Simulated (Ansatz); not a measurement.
## MgF2

**What was measured.** A cell as deposited of tetragonal MgF2 (space group P4_2/mnm), temperature not stated, from the Crystallography Open Database (1963), has a, c = 4.623, 3.052 Å and 10.87 Å³/atom.

Computed with Ansatz (plane waves, PAW, 420 eV cutoff): PBE, scalar-relativistic, no spin polarisation, Γ-centred 6×6×10 mesh, 0.05 eV Gaussian smearing; PAW files: Ansatz's generated set soft_2.

Space group P4_2/mnm (No. 136). a = 4.698 Å, b = 4.698 Å, c = 3.093 Å, α = 90.00°, β = 90.00°, γ = 90.00°
```json
{"atom": "Mg", "site": "2a", "symmetry": "m.mm", "x": "0.0000", "y": "0.0000", "z": "0.0000"}
{"atom": "F", "site": "4f", "symmetry": "m.2m", "x": "0.3036", "y": "0.3036", "z": "0.0000"}
```

The chain of runs began from a cell as deposited in COD, expanded in volume.

The cell above was scaled in volume, and shape and atoms were relaxed at each volume within its symmetry. Energies are counted from the cell above.

The cell is relaxed to zero pressure at this level.

```json
{"V (Å³/atom)": "10.92", "ΔE (meV/atom)": "5.6", "P (GPa)": "4.1", "gap on the mesh (eV)": "7.11"}
{"V (Å³/atom)": "11.15", "ΔE (meV/atom)": "1.3", "P (GPa)": "1.9", "gap on the mesh (eV)": "6.97"}
{"V (Å³/atom)": "11.38", "ΔE (meV/atom)": "0.0", "P (GPa)": "0.0", "gap on the mesh (eV)": "6.84"}
{"V (Å³/atom)": "11.60", "ΔE (meV/atom)": "1.2", "P (GPa)": "-1.7", "gap on the mesh (eV)": "6.71"}
{"V (Å³/atom)": "11.83", "ΔE (meV/atom)": "4.7", "P (GPa)": "-3.2", "gap on the mesh (eV)": "6.59"}
```

Problem. What do the points give for the equilibrium volume, the bulk modulus and its pressure derivative (third-order Birch–Murnaghan)?

Solution. V0 = 11.38 Å³/atom, B0 = 91 GPa, B0′ isn't fixed: the energies give 5.1, and a fit of the pressures differs by over 0.35.

B0·V0 = 90.9 GPa × 11.38 Å³ = 6.46 eV/atom sets the scale: near the minimum ΔE ≈ ½ B0 V0 x², with x = V/V0 − 1, and a pressure of 0.9 GPa squeezes the volume by about 1 %. At the ends of the curve: x = −4.0 % predicts 5.2 meV/atom and the run gives 5.6; x = +4.0 % predicts 5.1 meV/atom and the run gives 4.7. Compression costs more and expansion less than the parabola says, since the crystal stiffens as it shrinks; B0′ measures that.

**Against experiment.** PBE gives 4.698, 3.093 Å and 11.38 Å³/atom, +4.6 % in volume (+1.5 % in length) from the database's cell. PBE usually overestimates volumes by a few per cent. The static lattice also lacks zero-point motion and thermal expansion, roughly 1.2 to 3.0 % in volume at 300 K (room temperature assumed) by Grüneisen's rule, γ·3k_BT/(B0·V0) with γ of 1 to 2.5, so its own overestimate is larger than the figure.

Semilocal functionals underestimate band gaps, commonly by a third or more.
